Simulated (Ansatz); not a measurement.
CsPbI$_{3}$ (cubic perovskite)

```
CELL_PARAMETERS angstrom
      6.24728     0.00000     0.00000
      0.00000     6.24728     0.00000
      0.00000     0.00000     6.24728
ATOMIC_POSITIONS crystal
  Cs 0.00000 0.00000 0.00000
  Pb 0.50000 0.50000 0.50000
  I  0.00000 0.50000 0.50000
  I  0.50000 0.50000 0.00000
  I  0.50000 0.00000 0.50000
```

The relaxed cell is deformed in two ways at once: its volume V is scaled, and at that volume it is stretched along z (the c axis of the conventional cell) so that c/a changes. Fractional atomic positions are held.

Computed with PBEsol (plane waves to 420 eV, PAW, scalar-relativistic; Ansatz, an electronic-structure program). k mesh 6×6×6 (Γ-centred), Fermi-Dirac smearing 0.05 eV. Energies are smeared free energies. CsPbI3 was relaxed with its symmetry unable to fall. Spin-orbit coupling is left out, though I and Pb are heavy. This is a high-temperature form of CsPbI3.

Changes of ΔE (meV/atom) from the point V/V₀ = 1.000, (c/a)/(c/a)₀ = 1.000 when one coordinate moves alone (two changes are said to add if the coupling is within 5 % of the smaller one, nearly so within 20 %):

| point | change |
|---|---|
| V/V₀ = 1.000, (c/a)/(c/a)₀ = 0.880 | 75.03 |
| V/V₀ = 1.000, (c/a)/(c/a)₀ = 0.940 | 16.15 |
| V/V₀ = 0.920, (c/a)/(c/a)₀ = 1.000 | 19.90 |
| V/V₀ = 0.960, (c/a)/(c/a)₀ = 1.000 | 4.59 |
| V/V₀ = 1.040, (c/a)/(c/a)₀ = 1.000 | 3.91 |
| V/V₀ = 1.080, (c/a)/(c/a)₀ = 1.000 | 14.56 |
| V/V₀ = 1.000, (c/a)/(c/a)₀ = 1.060 | 12.57 |
| V/V₀ = 1.000, (c/a)/(c/a)₀ = 1.120 | 45.33 |

Problem. Do the two effects add at V/V₀ = 1.040, (c/a)/(c/a)₀ = 1.060? Give the computed change.

Solution. The sum of the single changes is 3.91 + (12.57) = 16.48; the calculation gives 14.77, so the coupling contributes -1.71 (over 20 % of the smaller single change, not additive).

Problem. Do the two effects add at V/V₀ = 1.080, (c/a)/(c/a)₀ = 1.120? Give the computed change.

Solution. The sum of the single changes is 14.56 + (45.33) = 59.89; the calculation gives 48.01, so the coupling contributes -11.88 (over 20 % of the smaller single change, not additive).

Problem. What is the change at V/V₀ = 0.960, (c/a)/(c/a)₀ = 0.880, where both move, and how far is it from the sum?

Solution. The sum of the single changes is 4.59 + (75.03) = 79.62; the calculation gives 89.88, so the coupling contributes 10.26 (over 20 % of the smaller single change, not additive).

(Under strain, the slope of the energy per volume gives the stress and its curvature an elastic modulus.)
